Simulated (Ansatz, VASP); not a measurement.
## One calculation of Si2W, two programs

Contents of INCAR:

```
SYSTEM = Si2W
  PREC = Accurate
  ENCUT = 520
  EDIFF = 1E-6
  ISMEAR = -1
  SIGMA = 0.05
  LREAL = .False.
  LASPH = .True.
  NELM = 80
  ALGO = Normal
  ISIF = 2
  LWAVE = .False.
  LCHARG = .False.
  GGA = PS
  NBANDS = 18
```

Contents of KPOINTS:

```
Automatic mesh
0
Gamma
  13 13 13
  0 0 0
```

File POSCAR:

```
Si2W
1.0
   -1.6069000000      1.6069000000      3.9149500000
    1.6069000000     -1.6069000000      3.9149500000
    1.6069000000      1.6069000000     -3.9149500000
Si W
2 1
Direct
    0.4041260000      0.4041260000      0.0000000000
    0.5958740000      0.5958740000      0.0000000000
    0.0000000000      0.0000000000      0.0000000000
```

Input for Ansatz:

```yaml
crystal:
  lattice:
    - [-1.6069, 1.6069, 3.91495]
    - [1.6069, -1.6069, 3.91495]
    - [1.6069, 1.6069, -3.91495]
  atoms:
    - { symbol: Si, position: [0.404126, 0.404126, 0.0] }
    - { symbol: Si, position: [0.595874, 0.595874, 0.0] }
    - { symbol: W, position: [0.0, 0.0, 0.0] }
kpoints:
  mp_grid: { grid: [13, 13, 13] }
scf:
  occupations: { method: fermi_dirac, width: 0.05 }
hamiltonian:
  xc: pbesol
  pseudopotentials: { kind: all_electron, lapw: { basis_error: 0.001 } }
output:
  forces: true
  stress: true
  eigenvalues: true
  populations: true
```

Change from the starting cell: shortest bond scaled by 0.58, LAPW.

Alike in both runs: task single point; functional PBEsol; k mesh 13 × 13 × 13; occupations fermi-dirac, width 0.05 eV; no spin polarisation.

|  | VASP | Ansatz |
| --- | --- | --- |
| version | VASP 6.6.1 | Ansatz 0.2.0 |
| potentials or method | VASP PAW PBE potentials, release 64 (Si, W_sv) | all-electron LAPW, scalar-relativistic |
| plane-wave cutoff (eV) | 520 | see its input |

Ansatz gave:

| Property | Result |
| --- | --- |
| pressure (GPa) | 108.6 |
| largest component of the traceless stress (GPa) | 137.99 |
| rms of the force components (eV/Å) | 21.597 |

What did VASP give for the same quantities?

Pressure (GPa): 109.9; largest component of the traceless stress (GPa): 138.14; rms of the force components (eV/Å): 21.694.

Atom by atom the forces differ by 0.097 eV/Å (rms over components). Ansatz ran all-electron here, so the differences hold the error of VASP's frozen core and of both bases.

Caveats: the cell as given lies far from equilibrium; so large a pressure means that the cell lies far from this level's equilibrium, or that cutoff or potentials fall short (VASP); the potentials were made for another functional, which shifts forces and pressure (VASP). The runs have no spin-orbit coupling, so splittings on W are missing.
